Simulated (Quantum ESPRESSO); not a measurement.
HfO2:

```
CELL_PARAMETERS angstrom
5.55640 0.00000 0.00000
0.00000 3.33360 0.00000
0.00000 0.00000 6.50500
ATOMIC_POSITIONS crystal
Hf 0.74868 0.75000 0.60787
Hf 0.25132 0.25000 0.39213
Hf 0.24868 0.75000 0.89213
Hf 0.75132 0.25000 0.10787
O 0.63950 0.25000 0.42340
O 0.36050 0.75000 0.57660
O 0.13950 0.25000 0.07660
O 0.86050 0.75000 0.92340
O 0.52079 0.25000 0.84145
O 0.47921 0.75000 0.15855
O 0.02079 0.25000 0.65855
O 0.97921 0.75000 0.34145
```

Measurements of this composition are mostly on another form, of space group No. 14.

* Program: Quantum ESPRESSO 7.5
* Task: single point
* Functional: PBE
* Potentials or basis: SSSP 1.3 efficiency PBE
* Cutoff: 816 eV
* Density cutoff: 5987 eV
* k mesh: 5 × 8 × 4
* Occupations: fermi-dirac, width 0.05 eV
* Spin: no spin polarisation

On this cell: pressure 1.2 GPa; largest force 0.022 eV/Å; band gap on the k mesh 3.44 eV, direct.

The same run follows on a disturbed copy (atoms moved at random, drawn with an rms of 0.05 Å):

```xyz
12
Lattice="5.5564 0.0000 0.0000 0.0000 3.3336 0.0000 0.0000 0.0000 6.5050" Properties=species:S:1:pos:R:3 pbc="T T T"
Hf    4.1815    2.4691    3.8853
Hf    1.3906    0.7740    2.5520
Hf    1.3883    2.4972    5.7696
Hf    4.1909    0.7657    0.7082
O     3.5585    0.8945    2.7300
O     2.0453    2.5509    3.7554
O     0.7929    0.8252    0.4830
O     4.7346    2.4719    6.0444
O     2.8779    0.8858    5.4289
O     2.6931    2.4509    1.0440
O     0.1404    0.8292    4.2611
O     5.4147    2.4903    2.2717
```

Task: What does the disturbed cell give?

Result: The energy moves by +29.3 meV/atom; pressure 3.0 GPa; largest force 2.070 eV/Å; band gap on the k mesh 3.39 eV, direct.

Forces on the atoms (eV/Å):
```
Hf  -0.654  0.590  1.874
Hf   0.644  0.857 -0.259
Hf   0.286  0.000  0.446
Hf  -0.613  0.575 -0.705
O   -0.101 -1.339  0.058
O   -0.504 -0.793 -0.543
O   -0.220 -0.223  0.379
O    0.837 -0.065 -0.862
O    0.098 -0.454  0.560
O   -0.628  0.612 -0.193
O   -0.129  0.024  0.448
O    0.983  0.219 -1.202
```

Stress tensor (GPa, compression positive):
```
 2.75  0.07 -0.98
 0.07  2.87  1.44
-0.98  1.44  3.35
```

Caveats: spin-orbit coupling is left out, which moves the levels of the heavy elements; an odd mesh through Γ misses points on the zone boundary, where band edges often lie.
